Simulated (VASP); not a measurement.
**Bi: relaxation of cell and atoms with PBEsol**

The system is Bi.

```
Bi
1.0
    -1.81627    1.81627    1.81627
     1.81627   -1.81627    1.81627
     1.81627    1.81627   -1.81627
Bi
1
Direct
  0.00000 0.00000 0.00000
```

This isn't the form of Bi at room conditions, which is rhombohedral.

```yaml
Program: VASP 6.6.1
Task: relaxation of cell and atoms
Functional: PBEsol
Potentials_or_basis: VASP PAW PBE potentials, release 64 (Bi_d)
Cutoff: 520 eV
k_mesh: 4 × 4 × 4
Occupations: gaussian, width 0.1 eV
Spin: no spin polarisation
Target_pressure: 20.2 GPa
Further_INCAR_settings: ALGO = Normal; EDIFF = 1e-07; IBRION = 2; EDIFFG = -0.002; NSW = 80; ISIF = 3
Target_pressure: 20.2 GPa
```

| Quantity | Value |
| --- | --- |
| Relaxed volume | 23.95 Å³/atom |
| Relaxed cell | a = 3.145 Å, b = 3.145 Å, c = 3.145 Å, α = 109.47°, β = 109.47°, γ = 109.47° |
| Space group after relaxing (to 0.05 Å) | Im-3m (No. 229) |
| Energy change on relaxing (the enthalpy is what falls) | +2.1 meV/atom |
| Ionic steps | 3 |
| Pressure after relaxing | 20.2 GPa |
| Band gap on the k mesh | none (metal or under the smearing width) |

The path:
```
step  energy change (eV)  largest force (eV/Å)  pressure (GPa)  volume (Å³)
   1              0.0000                0.0000           20.10        23.97
   2              0.0063                0.0000           20.41        23.92
   3              0.0021                0.0000           20.20        23.95
```

Final structure:
```xyz
1
Lattice="-1.8159 1.8159 1.8159 1.8159 -1.8159 1.8159 1.8159 1.8159 -1.8159" Properties=species:S:1:pos:R:3 pbc="T T T"
Bi    1.8159   -1.8159    1.8159
```

Levels at points of the mesh, in eV from the Fermi level:
```
           k point  band 4  band 5  band 6  band 7  band 8  band 9  band 10  band 11
(0.00, 0.00, 0.00)  -22.57  -22.57  -15.25    7.76    7.76    7.76    10.87    10.87
(0.50, 0.00, 0.00)  -22.58  -22.38  -10.45   -6.35    2.57    4.53     7.58     8.85
(0.50, 0.50, 0.50)  -22.43  -22.43   -6.92   -2.02   -2.02   -2.02     3.78     3.78
```

Wall time 4.2 s on 1 thread of Intel(R) Xeon(R) 6975P-C (Granite Rapids), on a shared host, peak memory 0.13 GiB.

Caveat: the k mesh is coarse (spacing up to 0.61 Å⁻¹), so the values aren't converged; the cell is relaxed towards a set pressure, so the enthalpy falls and the energy may rise; the PAW data sets were made with another functional, which shifts forces and pressure a little; spin-orbit coupling is left out, which moves the levels of the heavy elements.
